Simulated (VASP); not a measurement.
Wanted: the native input for a VASP 6.6.1 run.

* Task: band structure
* Functional: LDA
* Potentials or basis: VASP PAW LDA potentials, release 64 (Se, Zn)
* Cutoff: 520 eV
* k mesh: 6 × 6 × 6
* Occupations: fermi-dirac, width 0.05 eV
* Spin: spin-orbit coupling, no magnetisation
* Further INCAR settings: ALGO = Normal; EDIFF = 1e-07; NBANDS = 30

Crystal: ZnSe (Stilleite).

```
CELL_PARAMETERS angstrom
0.00000 2.83380 2.83380
2.83380 0.00000 2.83380
2.83380 2.83380 0.00000
ATOMIC_POSITIONS crystal
Se 0.75000 0.75000 0.75000
Zn 0.00000 0.00000 0.00000
```

These files were run (other wordings do the same):

POSCAR

```
ZnSe
1.0
    0.0000000000      2.8338000000      2.8338000000
    2.8338000000      0.0000000000      2.8338000000
    2.8338000000      2.8338000000      0.0000000000
Se Zn
1 1
Direct
    0.7500000000      0.7500000000      0.7500000000
    0.0000000000      0.0000000000      0.0000000000
```

INCAR.step1

```
SYSTEM = ZnSe
  PREC = Accurate
  ENCUT = 520
  EDIFF = 1E-7
  ISMEAR = -1
  SIGMA = 0.05
  LREAL = .False.
  LASPH = .True.
  NELM = 60
  ALGO = Normal
  ISIF = 2
  LWAVE = .False.
  LCHARG = .True.
  MAGMOM = 0 0 0 0 0 0
  LORBIT = 11
  LSORBIT = .True.
  GGA_COMPAT = .False.
  GGA = CA
  NBANDS = 30
```

KPOINTS.step1

```
regular mesh
0
Gamma
  6 6 6
  0 0 0
```

INCAR.step2

```
SYSTEM = ZnSe
  PREC = Accurate
  ENCUT = 520
  EDIFF = 1E-7
  ISMEAR = 0
  SIGMA = 0.05
  LREAL = .False.
  LASPH = .True.
  NELM = 60
  ALGO = Normal
  ISIF = 2
  LWAVE = .False.
  LCHARG = .False.
  MAGMOM = 0 0 0 0 0 0
  LORBIT = 11
  LSORBIT = .True.
  GGA_COMPAT = .False.
  GGA = CA
  NBANDS = 30
  ICHARG = 11
```

KPOINTS.step2

```
path GXWKGLUWLK,UX
20
line-mode
reciprocal
 0.0000000000  0.0000000000  0.0000000000  G
 0.5000000000  0.0000000000  0.5000000000  X

 0.5000000000  0.0000000000  0.5000000000  X
 0.5000000000  0.2500000000  0.7500000000  W

 0.5000000000  0.2500000000  0.7500000000  W
 0.3750000000  0.3750000000  0.7500000000  K

 0.3750000000  0.3750000000  0.7500000000  K
 0.0000000000  0.0000000000  0.0000000000  G

 0.0000000000  0.0000000000  0.0000000000  G
 0.5000000000  0.5000000000  0.5000000000  L

 0.5000000000  0.5000000000  0.5000000000  L
 0.6250000000  0.2500000000  0.6250000000  U

 0.6250000000  0.2500000000  0.6250000000  U
 0.5000000000  0.2500000000  0.7500000000  W

 0.5000000000  0.2500000000  0.7500000000  W
 0.5000000000  0.5000000000  0.5000000000  L

 0.5000000000  0.5000000000  0.5000000000  L
 0.3750000000  0.3750000000  0.7500000000  K

 0.6250000000  0.2500000000  0.6250000000  U
 0.5000000000  0.0000000000  0.5000000000  X
```

Potentials or basis: VASP PAW LDA potentials, release 64 (Se, Zn).

Command:

```bash
$ cat potpaw_LDA.64/Se/POTCAR potpaw_LDA.64/Zn/POTCAR > POTCAR
$ cp INCAR.step1 INCAR
$ cp KPOINTS.step1 KPOINTS
$ mpirun -np 1 vasp_ncl > vasp.out
$ cp INCAR.step2 INCAR
$ cp KPOINTS.step2 KPOINTS
$ mpirun -np 1 vasp_ncl > vasp.out
```

Wall time 6.2 min on 1 thread of Intel(R) Xeon(R) Platinum 8259CL CPU @ 2.50GHz (Skylake/Cascade Lake) (shared host), peak memory 0.5 GiB.
